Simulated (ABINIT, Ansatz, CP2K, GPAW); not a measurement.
# One calculation of Ga, 4 ways

```
Ga
1.0
     4.44947    0.00000    0.00000
    -2.22474    3.85336    0.00000
     0.00000    0.00000    2.76520
Ga
2
Cartesian
  0.0000 2.5689 1.3826
  2.2248 1.2844 1.3826
```

This isn't the form of Ga at room conditions, which is orthorhombic.

Alike in all runs: task single point; functional PBE; k mesh 7 × 7 × 10; occupations fermi-dirac, width 0.05 eV; no spin polarisation; no spin-orbit coupling. Pressure is positive in compression and, in plane waves, holds the error of the finite cutoff, which Ansatz's Pulay term estimates and takes out.

| program and potentials | plane-wave cutoff (eV) | notes | pressure (GPa) |
| --- | --- | --- | --- |
| ABINIT, JTH PAW PBE v2.0 | 463 | 13 valence electrons an atom on average | -0.05 |
| CP2K, POTENTIAL_UZH Ga GTH-PBE-q13; TZVP-MOLOPT-PBE-GTH basis | - | atomic basis; 13 valence electrons an atom on average | 0.49 |
| Ansatz, Ansatz PAW (earlier soft set) | 420 | 13 valence electrons an atom on average; Pulay term of +0.04 GPa included | 0.13 |
| GPAW, GPAW PAW data sets (gpaw-data 1.2.1) | 600 | 3 valence electrons an atom on average | 0.58 |

The pressure spans -0.05 (ABINIT, JTH PAW PBE v2.0) to 0.58 GPa (GPAW, GPAW PAW data sets (gpaw-data 1.2.1)). Rows in atomic bases carry the error of their basis and grid, which can be large.

Differences between rows come from potentials, basis sets and numerical settings, since the functional is the same but for its coding. Runs on potential files found faulty are left out.
